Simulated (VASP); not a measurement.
Input of a VASP 6.6.1 run:

File INCAR:

```
SYSTEM = Re
PREC = Accurate
ENCUT = 520
EDIFF = 1E-6
ISMEAR = 1
SIGMA = 0.1
LREAL = .FALSE.
LASPH = .TRUE.
NELM = 100
ALGO = Normal
ISIF = 2
LWAVE = .FALSE.
LCHARG = .FALSE.
LDIPOL = .TRUE.
IDIPOL = 3
DIPOL = 0.5 0.5 0.500
GGA = PS
LVHAR = .TRUE.
LVACPOTAV = .TRUE.
```

KPOINTS

```
regular mesh
0
G
  12 8 1
  0 0 0
```

File POSCAR:

```
Re
1.0
    2.7600000000      0.0000000000      0.0000000000
    0.0000000000      4.4574000000      0.0000000000
    0.0000000000      0.0000000000     28.7478939448
Re
12
Direct
    0.0000000000      0.0000000000      0.2782812548
    0.5000000000      0.0000000000      0.3614257843
    0.5000000000      0.5000000000      0.3059960980
    0.0000000000      0.0000000000      0.4445703137
    0.0000000000      0.5000000000      0.3891406274
    0.5000000000      0.0000000000      0.5277148431
    0.5000000000      0.5000000000      0.4722851569
    0.0000000000      0.0000000000      0.6108593726
    0.0000000000      0.5000000000      0.5554296863
    0.5000000000      0.0000000000      0.6940039020
    0.5000000000      0.5000000000      0.6385742157
    0.0000000000      0.5000000000      0.7217187452
```

Potentials or basis: VASP PAW PBE potentials, release 64 (Re).

The run is started by

```console
$ cat potpaw_PBE.64/Re/POTCAR > POTCAR
$ mpirun -np 1 vasp_std > vasp.out
```

Question: What does it give for the work function of the upper face?

Answer: 4.83 eV.

Question: Estimate the work function of the lower face.

Answer: 4.83 eV.

Question: Predict the largest force.

Answer: 1.658 eV/Å.

Question: Estimate the band gap on the k mesh.

Answer: None (metal or under the smearing width).

Forces in eV/Å, atoms in the order of the input:
```
Re   0.000  0.000  1.658
Re   0.000  0.000 -0.964
Re   0.000  0.000 -0.209
Re   0.000  0.000  0.021
Re   0.000  0.000 -0.239
Re   0.000  0.000  0.015
Re   0.000  0.000 -0.015
Re   0.000  0.000  0.239
Re   0.000  0.000 -0.021
Re   0.000  0.000  0.209
Re   0.000  0.000  0.964
Re   0.000  0.000 -1.658
```

Caveat: the PAW data sets were made with another functional, which shifts forces and pressure a little. The run has no spin-orbit coupling, so splittings on Re are missing.
